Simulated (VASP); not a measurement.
## TiS2: relaxation of cell and atoms with PBE

Crystal: TiS2.

```
Ti S
1.0
     3.41496    0.00000    0.00000
    -1.70748    2.95744    0.00000
     0.00000    0.00000    6.47132
Ti S
1 2
Direct
  0.00000 0.00000 0.00000
  0.33333 0.66667 0.21935
  0.66667 0.33333 0.78065
```

```yaml
Program: VASP 6.6.1
Task: relaxation of cell and atoms
Functional: PBE
Potentials_or_basis: VASP PAW PBE potentials, release 64 (Ti_sv, S)
Cutoff: 600 eV
k_mesh: 12 × 12 × 7
Occupations: methfessel-paxton, width 0.1 eV
Spin: no spin polarisation
Further_INCAR_settings: ALGO = Normal; EDIFF = 1e-07; IBRION = 2; EDIFFG = -0.005; NSW = 90; ISIF = 3
```

```json
{
 "Relaxed volume": "21.77 Å³/atom",
 "Relaxed cell": "a = 3.413 Å, b = 3.413 Å, c = 6.475 Å, α = 90.00°, β = 90.00°, γ = 120.00°",
 "Space group after relaxing (to 0.05 Å)": "P-3m1 (No. 164)",
 "Energy gained by relaxing": "0.0 meV/atom",
 "Ionic steps": "4",
 "Pressure after relaxing": "0.0 GPa",
 "Band gap on the k mesh": "none (metal or under the smearing width)"
}
```

Final structure:
```
Ti S
1.0
     3.41313    0.00000    0.00000
    -1.70656    2.95585    0.00000
     0.00000    0.00000    6.47479
Ti S
1 2
Direct
  0.00000 0.00000 0.00000
  0.33333 0.66667 0.21938
  0.66667 0.33333 0.78062
```

Levels at points of the mesh, in eV from the Fermi level:
```csv
k point,band 10,band 11,band 12,band 13,band 14,band 15
"(0.00, 0.00, 0.00)",-0.82,0.01,0.01,0.43,0.43,0.90
"(0.50, 0.00, 0.00)",-2.72,-2.19,-1.44,0.12,1.45,1.85
```

Run time: 2.2 min on 1 thread of Intel(R) Xeon(R) 6975P-C (Granite Rapids), on a shared host, peak memory 0.3 GiB.

Caveat: this functional lacks dispersion, which binds the layers, so the pressure and a relaxed spacing across them are unreliable.
